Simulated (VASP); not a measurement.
RbCl: band structure with PBEsol

Crystal: RbCl.

```
Rb Cl
1.0
     0.00000    3.27400    3.27400
     3.27400    0.00000    3.27400
     3.27400    3.27400    0.00000
Rb Cl
1 1
Direct
  0.00000 0.00000 0.00000
  0.50000 0.50000 0.50000
```

```
Program                : VASP 6.6.1
Task                   : band structure
Functional             : PBEsol
Potentials or basis    : VASP PAW PBE potentials, release 64 (Rb_sv, Cl)
Cutoff                 : 520 eV
k mesh                 : 8 × 8 × 8
Occupations            : gaussian, width 0.02 eV
Spin                   : no spin polarisation
Ladder                 : free
Further INCAR settings : ALGO = Normal; EDIFF = 1e-06
```

The band gap on the k mesh is 4.89 eV, direct and the band gap along the path is 4.89 eV, direct.

Levels at the corners of the path, in eV from the valence-band top:
```tsv
point	band 4	band 5	band 6	band 7	band 8	band 9	band 10	band 11	band 12
Γ	-7.90	-7.90	0.00	0.00	0.00	4.89	7.91	7.91	7.91
X	-8.01	-8.01	-0.33	-0.10	-0.10	6.07	8.01	9.64	10.04
X	-8.01	-8.01	-0.33	-0.10	-0.10	6.07	8.01	9.64	10.04
W	-8.10	-7.89	-0.47	-0.25	-0.25	7.58	7.58	9.32	9.33
W	-8.10	-7.89	-0.47	-0.25	-0.25	7.58	7.58	9.32	9.33
K	-7.97	-7.96	-0.42	-0.29	-0.23	6.84	8.64	9.02	9.73
K	-7.97	-7.96	-0.42	-0.29	-0.23	6.84	8.64	9.02	9.73
Γ	-7.90	-7.90	0.00	0.00	0.00	4.89	7.91	7.91	7.91
Γ	-7.90	-7.90	0.00	0.00	0.00	4.89	7.91	7.91	7.91
L	-7.91	-7.87	-0.91	-0.36	-0.36	7.65	7.92	10.14	10.14
L	-7.91	-7.87	-0.91	-0.36	-0.36	7.65	7.92	10.14	10.14
U	-7.97	-7.96	-0.42	-0.29	-0.23	6.84	8.64	9.02	9.73
U	-7.97	-7.96	-0.42	-0.29	-0.23	6.84	8.64	9.02	9.73
W	-8.10	-7.89	-0.47	-0.25	-0.25	7.58	7.58	9.32	9.33
W	-8.10	-7.89	-0.47	-0.25	-0.25	7.58	7.58	9.32	9.33
L	-7.91	-7.87	-0.91	-0.36	-0.36	7.65	7.92	10.14	10.14
L	-7.91	-7.87	-0.91	-0.36	-0.36	7.65	7.92	10.14	10.14
K	-7.97	-7.96	-0.42	-0.29	-0.23	6.84	8.64	9.02	9.73
U	-7.97	-7.96	-0.42	-0.29	-0.23	6.84	8.64	9.02	9.73
X	-8.01	-8.01	-0.33	-0.10	-0.10	6.07	8.01	9.64	10.04
```

Wall time 110 s on 1 thread of AMD EPYC 7R13 Processor (Zen 3) (shared host), peak memory 0.29 GiB.

Caveat: the log is that of the step along the path at fixed density, whose energy, stress, charges and moments have no meaning. Expect the measured gap to be larger: semilocal functionals such as PBEsol lack the derivative discontinuity.
